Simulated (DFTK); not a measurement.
## NaCl under changes of volume

One of the cells (21.478 Å³/atom); the others are scaled copies at fixed shape and fractional positions:

```
CELL_PARAMETERS angstrom
3.50219 0.00000 0.00000
0.00000 3.50219 0.00000
0.00000 0.00000 3.50219
ATOMIC_POSITIONS crystal
Cl 0.50000 0.50000 0.50000
Na 0.00000 0.00000 0.00000
```

Measurements of this composition are mostly on another form, of space group No. 225.

```yaml
Program: DFTK 0.8.2
Functional: PBEsol
Potentials_or_basis: cp2k.nc.sr.pbe.v0_1.largecore.gth (PBE, GTH, large core)
Cutoff: 952 eV
k_mesh: 7 × 7 × 7
Occupations: fermi-dirac, width 0.05 eV
Spin: no spin polarisation
```

```tsv
volume (Å³/atom)	energy over the lowest point (meV/atom)	gap on the mesh (eV)
20.189	?	?
20.619	0.63	4.11
21.048	0.00	4.05
21.478	0.80	3.99
21.907	2.82	3.94
22.337	5.92	3.89
22.766	10.10	3.84
```

Task: What does the run at 20.189 Å³/atom give?

Result: Energy over the lowest point 2.84 meV/atom; gap on the mesh 4.18 eV.

Worked out: A Birch-Murnaghan fit of order 3 (a polynomial in V^(-2/3)) to the other rows has its minimum at 21.02 Å³/atom with B0 = V·E''(V) = 25 GPa and B' = 4.0. It gives 2.76 meV/atom at 20.189 Å³/atom, against the run's 2.84. A straight line through the other rows of the gap, of slope -2.71 eV per unit of ln V, extrapolates to 4.16 eV, against the run's 4.18.

Energies are extrapolated to zero smearing.

Caveats: the potentials were made for another functional, which shifts forces and pressure; this set keeps more shells in the core, which shifts pressures and gaps; an odd mesh through Γ misses points on the zone boundary, where band edges often lie.
